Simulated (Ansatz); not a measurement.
# MnS (P6_3mc)

All numbers are calculated (PBE+U, U = 4.0 eV, J = 0.9 eV (Liechtenstein form) on Mn d, fully localised double counting, collinear spin, scalar-relativistic, 420 eV, PAW set soft_2, 6×6×3 mesh, Gaussian smearing of 0.05 eV) with the plane-wave PAW code Ansatz.

```
Mn S
1.0
     3.97600    0.00000    0.00000
    -1.98800    3.44332    0.00000
     0.00000    0.00000    6.43200
Mn S
2 2
Direct
  0.33333 0.66667 0.00000
  0.66667 0.33333 0.50000
  0.33333 0.66667 0.38500
  0.66667 0.33333 0.88500
```

The structure is that of a cell as deposited in COD, unrelaxed.

Cell and atoms stay fixed. Atoms count from 1 in the text and from 0 in parts of the program's output.

Two runs on this cell converged from different starts. The ends of their outputs, energies left out (λ are the eigenvalues of a shell's occupation matrix):

Run A:

```
Magnetization: 0.0000 μB (21.0000 up, 21.0000 down)
Absolute magnetization: 9.6617 μB (∫|ρ↑−ρ↓|, with the PAW one-centre terms)
Per-site moments (μB) at R_I (Å): [(4.25966, 0.99486), (-4.25966, 0.99486), (-0.02767, 0.99486), (0.02767, 0.99486)]
Fermi energy:    7.756904 eV
--- Forces (eV/Å), atoms counted from 1 ---
  atom   1  Mn     0.00000000     0.00000000     0.38557566
  atom   2  Mn     0.00000000     0.00000000     0.38557942
  atom   3  S      0.00000000     0.00000000    -0.38557963
  atom   4  S      0.00000000     0.00000000    -0.38558042
--- Stress (GPa, compression-positive) ---
        4.239950       0.000000       0.000000
        0.000000       4.239950       0.000000
        0.000000       0.000000       0.331994
  P = ⅓ Tr σ = 2.9373 GPa (29.373 kbar)
--- Löwdin populations: 4 sites ---
  site symbol       q [e]    m [muB]
     0     Mn     13.8797     4.6686
     1     Mn     13.8797    -4.6686
     2      S      6.9735    -0.0921
     3      S      6.9735     0.0921
--- Occupation matrices: 2 shells (run DFT+U table (all-electron-ortho-atomic); ε = 6.07e-4) ---
  Mn0 d_3D up     Tr n = 4.9608  λ = 0.989 0.991 0.991 0.995 0.995
  Mn0 d_3D dn     Tr n = 0.3303  λ = 0.033 0.033 0.085 0.085 0.095
  Mn1 d_3D up     Tr n = 0.3303  λ = 0.033 0.033 0.085 0.085 0.095
  Mn1 d_3D dn     Tr n = 4.9608  λ = 0.989 0.991 0.991 0.995 0.995
```

Run B:

```
Magnetization: 0.0000 μB (21.0000 up, 21.0000 down)
Absolute magnetization: 5.0208 μB (∫|ρ↑−ρ↓|, with the PAW one-centre terms)
Per-site moments (μB) at R_I (Å): [(0.89380, 0.99486), (-0.89380, 0.99486), (0.02815, 0.99486), (-0.02815, 0.99486)]
Fermi energy:    7.349580 eV
--- Forces (eV/Å), atoms counted from 1 ---
  atom   1  Mn     0.00000000     0.00048191     0.33587462
  atom   2  Mn     0.00000000     0.00047245     0.33586416
  atom   3  S      0.00000000    -0.00044176    -0.33586754
  atom   4  S      0.00000000    -0.00051438    -0.33586725
--- Stress (GPa, compression-positive) ---
        1.310447       0.000000       0.000000
        0.000000       1.310644       0.000782
        0.000000       0.000491       0.565610
  P = ⅓ Tr σ = 1.0622 GPa (10.622 kbar)
--- Löwdin populations: 4 sites ---
  site symbol       q [e]    m [muB]
     0     Mn     13.9381     0.9940
     1     Mn     13.9381    -0.9940
     2      S      6.9143     0.1113
     3      S      6.9143    -0.1113
--- Occupation matrices: 2 shells (run DFT+U table (all-electron-ortho-atomic); ε = 2.00e-2, under-converged) ---
  Mn0 d_3D up     Tr n = 3.1632  λ = 0.095 0.095 0.988 0.992 0.992
  Mn0 d_3D dn     Tr n = 2.1851  λ = 0.055 0.056 0.102 0.986 0.986
  Mn1 d_3D up     Tr n = 2.1851  λ = 0.055 0.056 0.102 0.986 0.986
  Mn1 d_3D dn     Tr n = 3.1632  λ = 0.095 0.095 0.988 0.992 0.992
```

Q: Which run lies higher in energy, by how much, and why?

A: Run B, by 446.9 meV/atom. Run B has 5 filled d spin orbitals, 1 more of one spin than of the other, a gap of 2.08 eV; run A has 5 d electrons in filled orbitals, 5 of them unpaired, the high-spin filling, a gap of 2.13 eV. Run B kept 2 symmetry operations, run A 6. Flag on run B: occupations loosely converged. On Mn2, N↑ − N↓ is 0.98 in size in run B against 4.63 in run A: with fewer parallel spins, run B lacks part of the exchange energy behind Hund's first rule. The Hubbard term of the energy is 1.06 eV per cell in run A and -1.72 eV in run B. Of the difference of 1.79 eV per cell, the Hubbard term gives -2.78 eV and all other terms 4.57 eV, so the other terms decide the order against the Hubbard term. In the Liechtenstein form the double counting takes out a Hund's exchange of the size of J, which can exceed what the functional holds; that favours the lower spin, so the cost of lowering it is probably understated. The other terms are taken on each state's own density, so they aren't the result of a run without U.

Every start opposed the Mn moments, so their parallel order wasn't tried.

In the lower state the fixed cell carries a pressure of 2.9 GPa and forces up to 0.39 eV/Å; relaxing would change energies and could change the order of close states.

Run B started from: random orbitals: single harmonics, lower spin (3+2 electrons), moments Mn1 1.00; Mn2 -1.00 μB, occupations held for 12 iterations. Run A started from: natural orbitals of the symmetric run, filled by rank, moments Mn1 5.00; Mn2 -5.00 μB, occupations held for 10 iterations. At this level the cell was started in 6 ways. Run A holds the lowest state found for this cell, which doesn't make it the ground state. The value of U was drawn from a range and not derived for this compound; another value can change gaps, moments and the order of states. The program marks an occupation table as loosely converged. Gaps are Kohn–Sham gaps over the k-mesh alone and may be smaller between its points.
